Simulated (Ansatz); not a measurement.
**From formation energies to a reaction energy: GaP2**

The calculation used DFT PBE, scalar-relativistic, plane waves, PAW in Ansatz. All cells share a 420 eV cutoff and Γ-centred k meshes spaced at most about 0.3 Å⁻¹ (about 0.25 or finer for metals, 2π included). No spin polarisation.

Energies over the elements count from the elements' standard structures at the same level, with no fitted energy shifts. The references include black phosphorus.

Temperature and zero-point effects are left out. In GaP2 P-4m2 an odd number of electrons in the primitive cell allows no gap without spin; a larger cell or a magnetic state could open one. The reference form of P is held partly by dispersion forces, which this level lacks.

A trial structure of GaP2 (reached from: Ta2H type (P-4m2); relaxed: space group P-4m2 (No. 115), a = 3.395 Å, c = 4.760 Å) has a formation energy of 0.231 eV/atom. At its composition the lowest mixture among the elements and 1 reference phase computed alike (others may be missing) consists of these:

```tsv
phase	source	ΔE_f (eV/atom)
P (solid)	element	-0.001
GaP (F-43m)	Materials Project	-0.432
```

The lowest database cell of P (-0.001) lies slightly below the reference, hence the non-zero entry.

**Question.** Write the balanced decomposition and find its energy per atom, per formula unit and per mole of formula units.

**Answer.** Balancing Ga and P gives GaP2 → P + GaP. The left side holds 3 atoms, and the products take 1/3 (P) and 2/3 (GaP) of them. The mixture therefore lies at 1/3 × (-0.001) + 2/3 × (-0.432) = -0.288 eV/atom. The reaction energy is -0.288 − (0.231) = -0.519 eV/atom. Times 3 atoms that is -1.557 eV per GaP2, and times 96.485 it is -150 kJ per mole of GaP2. Decomposition is downhill, so the trial structure is unstable against this mixture.
